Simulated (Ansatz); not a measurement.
# BN (F-43m) in Ansatz: notebook

The runs below take BN through relaxation of cell and atoms, with PBE, PBE+D3(BJ), PBE+D4.

Everything below comes from runs of Ansatz 0.2.0. Logs are shortened: lines on timing, memory, paths and dates and some standing lists are left out, and cuts for length are marked.

## Step 1: The crystal as given

Symmetry: F-43m, No. 216, cubic system. The conventional cell has a = 3.626 Å, b = 3.626 Å, c = 3.626 Å, α = 90.00°, β = 90.00°, γ = 90.00°. N (site symmetry -43m) is surrounded by 4 B at 1.57 Å. B (site symmetry -43m) has 4 N at 1.57 Å as nearest neighbours.

The cell is a database's computed one.

## Step 2: Relaxation of cell and atoms, PBE

File input.yaml:

```yaml
crystal:
  lattice:
    - [0.0, 1.813001, 1.813001]
    - [1.813001, 0.0, 1.813001]
    - [1.813001, 1.813001, 0.0]
  atoms:
    - { symbol: "N", position: [0.25, 0.25, 0.25] }
    - { symbol: B, position: [0.0, 0.0, 0.0] }
kpoints:
  mp_grid: { grid: [13, 13, 13] }
scf:
  occupations: { method: fermi_dirac, width: 0.05 }
hamiltonian:
  xc: pbe
  pseudopotentials: { kind: all_electron, lapw: { basis_error: 0.001 } }
output:
  forces: true
  stress: true
relax:
  f_tol: 0.01
  max_steps: 60
  cell: {}
```

Potentials or basis: all-electron LAPW, scalar-relativistic.

Launch:

```console
$ ansatz run input.yaml --threads 1 --pin off --max-ram 3072MiB --backend cpu --events-out ev --progress --plain --runs-dir out
```

The program printed:

```text
Warning: RAYON_NUM_THREADS=1 ignored (pool sized by the plan → 1); use --threads N
The last accepted step is kept in <dir> (removed where the run ends without a failure and the disk answers)
LAPW: plane waves up to 11.151 Å⁻¹, error target 1.0e-3 eV per atom; small_component_spin mean_spin; B in spheres of 0.718 Å, 5 of its electrons in bands, Dirac shells []; N in spheres of 0.805 Å, 7 of its electrons in bands, Dirac shells [] (how accurate: hamiltonian.pseudopotentials.lapw.basis_error, Limitations)
Engine: ansatz 0.2.0, aarch64-unknown-linux-gnu
Pseudopotentials: kind: all_electron
Pseudopotential: N, LAPW, valence charge 7, lapw/all_electron/scalar/gaussian/N, Koelling and Harmon's equation, gaussian nucleus
Pseudopotential: B, LAPW, valence charge 5, lapw/all_electron/scalar/gaussian/B, Koelling and Harmon's equation, gaussian nucleus
Functional definition: PBE
  parameter kappa = 0.804
  parameter beta = 0.06672455060314922
  exchange = pbe_x(kappa = kappa, mu = beta*pi^2/3)
  correlation = pbe_c(beta = beta)
Crystal: 2 atoms, lattice volume = 11.919 Å³
Basis set: ecut = 473.79091650568364 eV, 283 PW (Γ), exchange–correlation at level 2
Bands: 10, of which v1, the nominal top of the filled ones, is band 6 counted from 1 (5 counted from 0)
Symmetry: 24 space group operations
Space group: F-43m (ITA 216), of the structure as read, at distance tolerance 2.3e-5 Å
k-points: 84 of 2197 (time reversal used)
Non-local potential: N, projectors of the file, none
Non-local potential: B, projectors of the file, none
Initial density: superposition of atomic densities (chi_scale 0.1, normalization cell, long waves kept (reshape's long-wave potential 0.00 eV rms))
Initial wavefunctions: plane waves of lowest kinetic energy (no species holds an atomic orbital)
Functional: x = pbe(κ = 0.804, μ = 0.2195149727645171), c = pbe(β = 0.06672455060314922)
iter 1 solved again at ethr=1.87e-2 eV; its pass at ethr=1.00e-1 eV (dr2=2.24e0 eV) is discarded
SCF iter   1: F=—  HF=-2169.610719 eV  |F-HF|=—  |Δ(HF+E_count)|=         —  Δρ=1.53e-1  dr2=2.25e0  ethr=1.87e-2  ⟨swp⟩=2.0  Hψ=5965  notcnv=0
preconditioner: auto → none  [insulator: Δε(μ)=6.082 eV  Ē_g=20.338 eV  σ=0.050 eV  W_gap=1.00  n_scr=0 (ndim 8)  ℏωp=30.4 eV  f_vac=0.000  D(μ)=0.00/eV (n_scr^D=0)  ε∞_Penn≈3.2]
iter 2 solved again at ethr=1.84e-3 eV; its pass at ethr=1.87e-2 eV (dr2=2.21e-1 eV) is discarded
SCF iter   2: F=—  HF=-2168.771914 eV  |F-HF|=—  |Δ(HF+E_count)|=   8.39e-1  Δρ=5.36e-2  dr2=2.21e-1  ethr=1.84e-3  ⟨swp⟩=2.0  Hψ=4520  notcnv=0
SCF iter   3: F=—  HF=-2168.695072 eV  |F-HF|=—  |Δ(HF+E_count)|=   7.68e-2  Δρ=2.43e-2  dr2=4.80e-2  ethr=1.84e-3  ⟨swp⟩=2.3  Hψ=2522  notcnv=0
SCF iter   4: F=—  HF=-2168.690149 eV  |F-HF|=—  |Δ(HF+E_count)|=         —  Δρ=7.92e-3  dr2=5.22e-3  ethr=4.00e-4  ⟨swp⟩=2.0  Hψ=2444  notcnv=0
the basis was enlarged: its passes take 45.4 KiB over the memory plan, 1 of 1 planned eigensolver slots
SCF iter   5: F=—  HF=-2168.689882 eV  |F-HF|=—  |Δ(HF+E_count)|=   2.68e-4  Δρ=1.21e-3  dr2=1.29e-4  ethr=4.35e-5  ⟨swp⟩=2.3  Hψ=2315  notcnv=0
SCF iter   6: F=—  HF=-2168.689889 eV  |F-HF|=—  |Δ(HF+E_count)|=   7.36e-6  Δρ=8.78e-5  dr2=7.06e-7  ethr=1.07e-6  ⟨swp⟩=2.3  Hψ=2184  notcnv=0
SCF iter   7: F=-2168.689889 eV  HF=-2168.689889 eV  |F-HF|=1.97e-10  |Δ(HF+E_count)|=   2.36e-7  Δρ=2.76e-6  dr2=6.56e-10  ethr=5.88e-9  ⟨swp⟩=2.9  Hψ=2292  notcnv=0
SCF 1 converged in 7 iterations: F = -2168.689889 eV  dr2 = 6.56e-10
relax step   1: F+E_penalty+E_count = -2168.68988924 eV  Δ(F+E_penalty+E_count) = +0.000e0 eV  max|allowed force component| = 1.758e-16 eV/Å  Δτ_max = 0.0000 Å  P = -0.409 GPa  Ω = 11.919 Å³  (7 SCF iters, accepted)
Crystal: 2 atoms, lattice volume = 11.911 Å³
Basis set: ecut = 473.98934638865694 eV, 283 PW (Γ), exchange–correlation at level 2
Initial density: handed on by an earlier stage of this run
Initial wavefunctions: those handed on with the density
iter 1 solved again at ethr=3.44e-9 eV; its pass at ethr=1.00e-1 eV (dr2=4.13e-7 eV) is discarded
SCF iter   1: F=—  HF=-2168.689903 eV  |F-HF|=—  |Δ(HF+E_count)|=         —  Δρ=6.06e-5  dr2=4.01e-7  ethr=3.44e-9  ⟨swp⟩=4.7  Hψ=4792  notcnv=0
preconditioner: auto → none  [insulator: Δε(μ)=4.533 eV  Ē_g=19.894 eV  σ=0.050 eV  W_gap=1.00  n_scr=0 (ndim 8)  ℏωp=30.4 eV  f_vac=0.000  D(μ)=0.00/eV (n_scr^D=0)  ε∞_Penn≈3.3]
SCF iter   2: F=-2168.689903 eV  HF=-2168.689903 eV  |F-HF|=1.79e-8  |Δ(HF+E_count)|=   1.13e-7  Δρ=2.66e-5  dr2=7.80e-8  ethr=3.34e-9  ⟨swp⟩=2.3  Hψ=2178  notcnv=0
SCF 2 converged in 2 iterations: F = -2168.689903 eV  dr2 = 7.80e-8
relax step   2: F+E_penalty+E_count = -2168.68990289 eV  Δ(F+E_penalty+E_count) = -1.365e-5 eV  max|allowed force component| = 2.776e-17 eV/Å  Δτ_max = 0.0000 Å  P = -0.179 GPa  Ω = 11.911 Å³  (2 SCF iters, accepted)
Crystal: 2 atoms, lattice volume = 11.905 Å³
Basis set: ecut = 474.14371705645124 eV, 283 PW (Γ), exchange–correlation at level 2
iter 1 solved again at ethr=4.68e-9 eV; its pass at ethr=1.00e-1 eV (dr2=5.61e-7 eV) is discarded
SCF iter   1: F=—  HF=-2168.689906 eV  |F-HF|=—  |Δ(HF+E_count)|=         —  Δρ=7.00e-5  dr2=5.41e-7  ethr=4.68e-9  ⟨swp⟩=3.8  Hψ=4439  notcnv=0
preconditioner: auto → none  [insulator: Δε(μ)=4.533 eV  Ē_g=19.901 eV  σ=0.050 eV  W_gap=1.00  n_scr=0 (ndim 8)  ℏωp=30.4 eV  f_vac=0.000  D(μ)=0.00/eV (n_scr^D=0)  ε∞_Penn≈3.3]
SCF iter   2: F=—  HF=-2168.689906 eV  |F-HF|=—  |Δ(HF+E_count)|=   1.16e-7  Δρ=3.02e-5  dr2=1.00e-7  ethr=4.51e-9  ⟨swp⟩=2.3  Hψ=2156  notcnv=0
iter 3 solved again at ethr=4.29e-11 eV; its pass at ethr=8.35e-10 eV (dr2=5.14e-9 eV) is discarded
SCF iter   3: F=-2168.689906 eV  HF=-2168.689906 eV  |F-HF|=5.76e-9  |Δ(HF+E_count)|=   2.25e-9  Δρ=7.61e-6  dr2=5.17e-9  ethr=4.29e-11  ⟨swp⟩=2.0  Hψ=3789  notcnv=0
SCF 3 converged in 3 iterations: F = -2168.689906 eV  dr2 = 5.17e-9
relax step   3: F+E_penalty+E_count = -2168.68990599 eV  Δ(F+E_penalty+E_count) = -3.097e-6 eV  max|allowed force component| = 6.476e-17 eV/Å  Δτ_max = 0.0000 Å  P = +0.005 GPa  Ω = 11.905 Å³  (3 SCF iters, accepted)
iter 1 solved again at ethr=4.31e-11 eV; its pass at ethr=1.00e-1 eV (dr2=5.17e-9 eV) is discarded
SCF iter   1: F=—  HF=-2168.689906 eV  |F-HF|=—  |Δ(HF+E_count)|=         —  Δρ=7.61e-6  dr2=5.17e-9  ethr=4.31e-11  ⟨swp⟩=3.6  Hψ=4179  notcnv=0
iter 2 solved again at ethr=4.04e-12 eV; its pass at ethr=4.31e-11 eV (dr2=4.85e-10 eV) is discarded
SCF iter   2: F=-2168.689906 eV  HF=-2168.689906 eV  |F-HF|=2.22e-10  |Δ(HF+E_count)|=  7.73e-10  Δρ=2.60e-6  dr2=4.88e-10  ethr=4.04e-12  ⟨swp⟩=2.0  Hψ=3884  notcnv=0
SCF 4 converged in 2 iterations: F = -2168.689906 eV  dr2 = 4.88e-10
relax step   4: F+E_penalty+E_count = -2168.68990604 eV  Δ(F+E_penalty+E_count) = -5.319e-8 eV  max|allowed force component| = 3.701e-17 eV/Å  Δτ_max = 0.0000 Å  P = +0.006 GPa  Ω = 11.905 Å³  stress off target by 6.23e-3 GPa  SCF on the basis re-selected at this cell (its energy is not comparable with the rows above)  (2 SCF iters)
basis re-selected at this cell: Δ(F+E_penalty+E_count) = -5.319e-8 eV, ΔP = +0.001 GPa vs the last step (what re-selecting the basis moved, after the strain that the cell walked since its last selection, with what the two solves' SCF thresholds leave and, on support functions, any second-order correction that the steps lacked; it is no measure of the basis error at this ecutwfc). This SCF's stress stands 6.23e-3 GPa from its target on what of the cell is left free (relax.cell.stress_tol is 5.00e-2 GPa) and its largest allowed force component is 3.70e-17 eV/Å (relax.f_tol is 1.00e-2 eV/Å): within both
SCF converged after 2 iterations
Free energy (F): -2168.689906 eV
Harris-Foulkes:  -2168.689906 eV  (|F-HF|=2.22e-10)
Internal energy: -2168.689906 eV  (E = F + TS)
E sigma→0 (E₀):  -2168.689906 eV
Fermi energy:    13.592153 eV
--- Per-component energies (eV) ---
  E_band       = -1022.290881
  E_kinetic    = 2161.437463
  E_xc         = -300.244100
  E_electrostatic = -4029.883269  (all electrons and nuclei)
  E_smearing   = -0.000000  (= −TS)
  E_closure    = 0.000000  (closes the sum)
  E_atoms      = -2151.229577  (free atoms, spherical and without spin; not in F)
  Σ components = -2168.689906   (vs F -2168.689906, Δ=0.00e0)
  Basis errors (estimates in eV, not in F): energy 5.2e-4 per atom: plane waves 5.1e-4 (3.2e-4 summed), levels above the bands 2.4e-72, relativity 1.3e-8, radial functions 1.6e-5, core shells 0.0e0; eigenvalues (radial functions only) 3.3e-6; not estimated: angular momenta, meshes, grids; target (lapw.basis_error) 1.0e-3; muffin-tin radii B 0.717 Å, N 0.805 Å
--- Forces (eV/Å), atoms counted from 1 ---
  atom   1  N     -0.00000000    -0.00000000     0.00000000
  atom   2  B      0.00000000     0.00000000     0.00000000
  max |Σ_I F_I| component: 1.11e-16 eV/Å
--- Stress (GPa, compression-positive) ---
        0.006232       0.000000      -0.000000
        0.000000       0.006232       0.000000
       -0.000000       0.000000       0.006232
  P = ⅓ Tr σ = 0.0062 GPa (0.062 kbar)
--- Relaxed structure (3 steps of the walk, 3 accepted, 1 SCFs on fresh bases) ---
  F+E_penalty+E_count = -2168.68990604 eV   max|allowed force component| = 3.701e-17 eV/Å   (the final SCF, on the basis selected at the relaxed cell)
  cell:  # Å, volume = 11.9053 Å³
    - [-2.4879746254372995e-35, 1.8123263661747837, 1.8123263661747837]
    - [1.8123263661747837, 4.713219130428421e-34, 1.8123263661747837]
    - [1.8123263661747837, 1.8123263661747837, 2.808425757193624e-34]
  atoms:
    - { symbol: N, position: [0.25, 0.25, 0.25] }
    - { symbol: B, position: [-9.903626295495792e-35, 9.239696041049147e-35, 7.579870404932534e-35] }
```

Run time: 14 s. Hardware: 1 thread of Arm Neoverse V2, shared host; peak memory 0.27 GiB.

What came out:

* Free energy: -2168.6899 eV
* Relaxed volume: 5.95 Å³/atom
* Relaxed cell: a = 2.563 Å, b = 2.563 Å, c = 2.563 Å, α = 60.00°, β = 60.00°, γ = 60.00°
* Space group after relaxing (to 0.05 Å): F-43m (No. 216)
* Energy gained by relaxing: 0.0 meV/atom
* Ionic steps: 4
* Pressure after relaxing: 0.0 GPa
* Band gap on the k mesh: 4.53 eV

Final structure:
```
CELL_PARAMETERS angstrom
0.00000 1.81233 1.81233
1.81233 0.00000 1.81233
1.81233 1.81233 0.00000
ATOMIC_POSITIONS crystal
N 0.25000 0.25000 0.25000
B 0.00000 0.00000 0.00000
```

Caveat: an odd mesh through Γ misses points on the zone boundary, where band edges often lie.

## Step 3: Relaxation of cell and atoms, PBE+D3(BJ)

Edit input.yaml of step 2 so:

```diff
@@ -14,2 +14,3 @@
   xc: pbe
+  dispersion: d3bj
   pseudopotentials: { kind: all_electron, lapw: { basis_error: 0.001 } }
```

Potentials or basis: all-electron LAPW, scalar-relativistic.

Launch:

```console
$ ansatz run input.yaml --threads 1 --pin off --max-ram 3072MiB --backend cpu --events-out ev --progress --plain --runs-dir out
```

Wall time 18 s (1 thread of Arm Neoverse V2, shared host); peak memory 0.27 GiB.

The run converged. Its results:

```yaml
Free_energy: -2169.1081 eV
Relaxed_volume: 5.86 Å³/atom
Relaxed_cell: a = 2.550 Å, b = 2.550 Å, c = 2.550 Å, α = 60.00°, β = 60.00°, γ = 60.00°
Space_group_after_relaxing_to_0.05_Å: F-43m (No. 216)
Energy_gained_by_relaxing: 1.8 meV/atom
Ionic_steps: 5
Pressure_after_relaxing: 0.0 GPa
Band_gap_on_the_k_mesh: 4.55 eV
```

The path:
| step | energy change (eV) | largest force (eV/Å) | volume (Å³) |
| --- | --- | --- | --- |
| 1 | 0.0000 | 0.0000 | 11.92 |
| 2 | -0.0029 | 0.0000 | 11.81 |
| 3 | -0.0036 | 0.0000 | 11.73 |
| 4 | -0.0036 | 0.0000 | 11.73 |
| 5 | -0.0036 | 0.0000 | 11.73 |

Final structure:
```
CELL_PARAMETERS angstrom
0.00000 1.80326 1.80326
1.80326 0.00000 1.80326
1.80326 1.80326 0.00000
ATOMIC_POSITIONS crystal
N 0.25000 0.25000 0.25000
B 0.00000 0.00000 0.00000
```

Caveat: an odd mesh through Γ misses points on the zone boundary, where band edges often lie.

## Step 4: Relaxation of cell and atoms, PBE+D4

Edit input.yaml of step 3 so:

```diff
@@ -14,3 +14,3 @@
   xc: pbe
-  dispersion: d3bj
+  dispersion: d4
   pseudopotentials: { kind: all_electron, lapw: { basis_error: 0.001 } }
```

Potentials or basis: all-electron LAPW, scalar-relativistic.

Launch:

```console
$ ansatz run input.yaml --threads 1 --pin off --max-ram 3072MiB --backend cpu --events-out ev --progress --plain --runs-dir out
```

The program printed:

```text
Warning: RAYON_NUM_THREADS=1 ignored (pool sized by the plan → 1); use --threads N
The last accepted step is kept in <dir> (removed where the run ends without a failure and the disk answers)
LAPW: plane waves up to 11.151 Å⁻¹, error target 1.0e-3 eV per atom; small_component_spin mean_spin; B in spheres of 0.718 Å, 5 of its electrons in bands, Dirac shells []; N in spheres of 0.805 Å, 7 of its electrons in bands, Dirac shells [] (how accurate: hamiltonian.pseudopotentials.lapw.basis_error, Limitations)
Engine: ansatz 0.2.0, aarch64-unknown-linux-gnu
Pseudopotentials: kind: all_electron
Pseudopotential: N, LAPW, valence charge 7, lapw/all_electron/scalar/gaussian/N, Koelling and Harmon's equation, gaussian nucleus
Pseudopotential: B, LAPW, valence charge 5, lapw/all_electron/scalar/gaussian/B, Koelling and Harmon's equation, gaussian nucleus
Functional definition: PBE
  parameter kappa = 0.804
  parameter beta = 0.06672455060314922
  exchange = pbe_x(kappa = kappa, mu = beta*pi^2/3)
  correlation = pbe_c(beta = beta)
Crystal: 2 atoms, lattice volume = 11.919 Å³
Basis set: ecut = 473.79091650568364 eV, 283 PW (Γ), exchange–correlation at level 2
Bands: 10, of which v1, the nominal top of the filled ones, is band 6 counted from 1 (5 counted from 0)
Symmetry: 24 space group operations
Space group: F-43m (ITA 216), of the structure as read, at distance tolerance 2.3e-5 Å
k-points: 84 of 2197 (time reversal used)
Non-local potential: N, projectors of the file, none
Non-local potential: B, projectors of the file, none
Initial density: superposition of atomic densities (chi_scale 0.1, normalization cell, long waves kept (reshape's long-wave potential 0.00 eV rms))
Initial wavefunctions: plane waves of lowest kinetic energy (no species holds an atomic orbital)
Functional: x = pbe(κ = 0.804, μ = 0.2195149727645171), c = pbe(β = 0.06672455060314922)
iter 1 solved again at ethr=1.87e-2 eV; its pass at ethr=1.00e-1 eV (dr2=2.24e0 eV) is discarded
SCF iter   1: F=—  HF=-2170.083603 eV  |F-HF|=—  |Δ(HF+E_count)|=         —  Δρ=1.53e-1  dr2=2.25e0  ethr=1.87e-2  ⟨swp⟩=2.0  Hψ=5965  notcnv=0
preconditioner: auto → none  [insulator: Δε(μ)=6.082 eV  Ē_g=20.338 eV  σ=0.050 eV  W_gap=1.00  n_scr=0 (ndim 8)  ℏωp=30.4 eV  f_vac=0.000  D(μ)=0.00/eV (n_scr^D=0)  ε∞_Penn≈3.2]
iter 2 solved again at ethr=1.84e-3 eV; its pass at ethr=1.87e-2 eV (dr2=2.21e-1 eV) is discarded
SCF iter   2: F=—  HF=-2169.244798 eV  |F-HF|=—  |Δ(HF+E_count)|=   8.39e-1  Δρ=5.36e-2  dr2=2.21e-1  ethr=1.84e-3  ⟨swp⟩=2.0  Hψ=4520  notcnv=0
SCF iter   3: F=—  HF=-2169.167956 eV  |F-HF|=—  |Δ(HF+E_count)|=   7.68e-2  Δρ=2.43e-2  dr2=4.80e-2  ethr=1.84e-3  ⟨swp⟩=2.3  Hψ=2522  notcnv=0
[... 38 lines left out ...]
relax step   4: F+E_penalty+E_count = -2169.16630980 eV  Δ(F+E_penalty+E_count) = -2.914e-7 eV  max|allowed force component| = 7.401e-17 eV/Å  Δτ_max = 0.0000 Å  P = -0.001 GPa  Ω = 11.730 Å³  (2 SCF iters, accepted)
iter 1 solved again at ethr=3.76e-11 eV; its pass at ethr=1.00e-1 eV (dr2=4.51e-9 eV) is discarded
SCF iter   1: F=—  HF=-2169.166310 eV  |F-HF|=—  |Δ(HF+E_count)|=         —  Δρ=1.04e-5  dr2=4.51e-9  ethr=3.76e-11  ⟨swp⟩=3.0  Hψ=4091  notcnv=0
SCF iter   2: F=-2169.166310 eV  HF=-2169.166310 eV  |F-HF|=1.26e-9  |Δ(HF+E_count)|=   5.18e-9  Δρ=4.86e-6  dr2=7.66e-10  ethr=3.76e-11  ⟨swp⟩=2.0  Hψ=2092  notcnv=0
SCF 5 converged in 2 iterations: F = -2169.166310 eV  dr2 = 7.66e-10
relax step   5: F+E_penalty+E_count = -2169.16631048 eV  Δ(F+E_penalty+E_count) = -6.827e-7 eV  max|allowed force component| = 6.014e-17 eV/Å  Δτ_max = 0.0000 Å  P = -0.002 GPa  Ω = 11.730 Å³  stress off target by 1.55e-3 GPa  SCF on the basis re-selected at this cell (its energy is not comparable with the rows above)  (2 SCF iters)
basis re-selected at this cell: Δ(F+E_penalty+E_count) = -6.827e-7 eV, ΔP = -0.001 GPa vs the last step (what re-selecting the basis moved, after the strain that the cell walked since its last selection, with what the two solves' SCF thresholds leave and, on support functions, any second-order correction that the steps lacked; it is no measure of the basis error at this ecutwfc). This SCF's stress stands 1.55e-3 GPa from its target on what of the cell is left free (relax.cell.stress_tol is 5.00e-2 GPa) and its largest allowed force component is 6.01e-17 eV/Å (relax.f_tol is 1.00e-2 eV/Å): within both
SCF converged after 2 iterations
Free energy (F): -2169.166310 eV
Harris-Foulkes:  -2169.166310 eV  (|F-HF|=1.26e-9)
Internal energy: -2169.166310 eV  (E = F + TS)
E sigma→0 (E₀):  -2169.166310 eV
Fermi energy:    13.842288 eV
--- Per-component energies (eV) ---
  E_band       = -1019.807804
  E_kinetic    = 2162.657911
  E_xc         = -300.554241
  E_electrostatic = -4030.790517  (all electrons and nuclei)
  E_disp       = -0.479464  (pairwise vdW)
  E_smearing   = -0.000000  (= −TS)
  E_closure    = 0.000000  (closes the sum)
  E_atoms      = -2151.229577  (free atoms, spherical and without spin; not in F)
  Σ components = -2169.166310   (vs F -2169.166310, Δ=0.00e0)
  Basis errors (estimates in eV, not in F): energy 5.2e-4 per atom: plane waves 5.1e-4 (3.2e-4 summed), levels above the bands 2.3e-74, relativity 1.3e-8, radial functions 1.6e-5, core shells 0.0e0; eigenvalues (radial functions only) 3.4e-6; not estimated: angular momenta, meshes, grids; target (lapw.basis_error) 1.0e-3; muffin-tin radii B 0.714 Å, N 0.801 Å
--- Forces (eV/Å), atoms counted from 1 ---
  atom   1  N      0.00000000     0.00000000     0.00000000
  atom   2  B     -0.00000000    -0.00000000    -0.00000000
  max |Σ_I F_I| component: 8.33e-17 eV/Å
--- Stress (GPa, compression-positive) ---
       -0.001553       0.000000       0.000000
        0.000000      -0.001553       0.000000
        0.000000       0.000000      -0.001553
  P = ⅓ Tr σ = -0.0016 GPa (-0.016 kbar)
--- Relaxed structure (4 steps of the walk, 4 accepted, 1 SCFs on fresh bases) ---
  F+E_penalty+E_count = -2169.16631048 eV   max|allowed force component| = 6.014e-17 eV/Å   (the final SCF, on the basis selected at the relaxed cell)
  cell:  # Å, volume = 11.7303 Å³
    - [-1.5286116098686765e-34, 1.803405491093654, 1.803405491093654]
    - [1.803405491093654, 5.286448484129175e-34, 1.803405491093654]
    - [1.803405491093654, 1.803405491093654, 5.413832784951565e-34]
  atoms:
    - { symbol: N, position: [0.24999999999999997, 0.24999999999999997, 0.24999999999999997] }
    - { symbol: B, position: [-3.9835815266798706e-35, 4.7581668235342904e-35, 1.9917907633399353e-35] }
```

Run time: 23 s. Hardware: 1 thread of Arm Neoverse V2, shared host; peak memory 0.27 GiB.

What came out:

- Free energy: -2169.1663 eV
- Relaxed volume: 5.87 Å³/atom
- Relaxed cell: a = 2.550 Å, b = 2.550 Å, c = 2.550 Å, α = 60.00°, β = 60.00°, γ = 60.00°
- Space group after relaxing (to 0.05 Å): F-43m (No. 216)
- Energy gained by relaxing: 1.8 meV/atom
- Ionic steps: 5
- Pressure after relaxing: 0.0 GPa
- Band gap on the k mesh: 4.55 eV

The path:
```csv
step,energy change (eV),largest force (eV/Å),volume (Å³)
1,0.0000,0.0000,11.92
2,-0.0029,0.0000,11.81
3,-0.0035,0.0000,11.73
4,-0.0035,0.0000,11.73
5,-0.0035,0.0000,11.73
```

Final structure:
```xyz
2
Lattice="0.0000 1.8034 1.8034 1.8034 0.0000 1.8034 1.8034 1.8034 0.0000" Properties=species:S:1:pos:R:3 pbc="T T T"
N     0.9017    0.9017    0.9017
B     0.0000    0.0000    0.0000
```

Caveat: an odd mesh through Γ misses points on the zone boundary, where band edges often lie.

(Part 1 of 2 ends here.)
